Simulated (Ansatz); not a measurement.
Pressure against volume: CdO

```
Cd O
1.0
     0.00000    2.34815    2.34815
     2.34815    0.00000    2.34815
     2.34815    2.34815    0.00000
Cd O
1 1
Direct
  0.00000 0.00000 0.00000
  0.50000 0.50000 0.50000
```

Conventional cell: a = 4.696 Å, b = 4.696 Å, c = 4.696 Å, α = 90.00°, β = 90.00°, γ = 90.00°. Cd (atom 1) is surrounded by 6 O at 2.35 Å. O (atom 2) has 6 Cd at 2.35 Å as nearest neighbours.

The cell comes from COD entry 9006671, which wasn't checked; take it as a given geometry.

All numbers are computed: DFT, PBE, all-electron LAPW, scalar-relativistic (Ansatz 0.2.0); DFT, PBE, PAW with Ansatz's default frozen-core files, scalar-relativistic (Ansatz 0.2.0).

For LAPW: a Γ-centred 11×11×11 k mesh, Fermi–Dirac smearing of 0.02 eV, basis error target 0.5 meV/atom, no spin polarisation. PAW takes a cutoff of 420 eV at this cell. The Ansatz runs share mesh, smearing and spin set-up. Plane-wave (PAW) pressures include the program's estimate of the Pulay term.

The cell above is scaled evenly, with fractional coordinates and shape held.

```
V/V(cell)  V (Å³/atom)  P, LAPW (GPa)  P, PAW (GPa)
   0.9500       12.300              ?             ?
   0.9750       12.624          10.51         10.52
   1.0000       12.947           6.34          6.35
   1.0250       13.271           2.71          2.72
   1.0500       13.595          -0.45         -0.44
```

(1) Fill in the row V/V(cell) = 0.9500.

(2) What do Birch–Murnaghan fits to the pressures give?

Answers

(1) P, LAPW (GPa) = 15.31, P, PAW (GPa) = 15.31.

(2) LAPW: V0 = 13.55 Å³/atom, B0 = 126 GPa, B0′ = 4.8; PAW: V0 = 13.55 Å³/atom, B0 = 126 GPa, B0′ = 4.8.
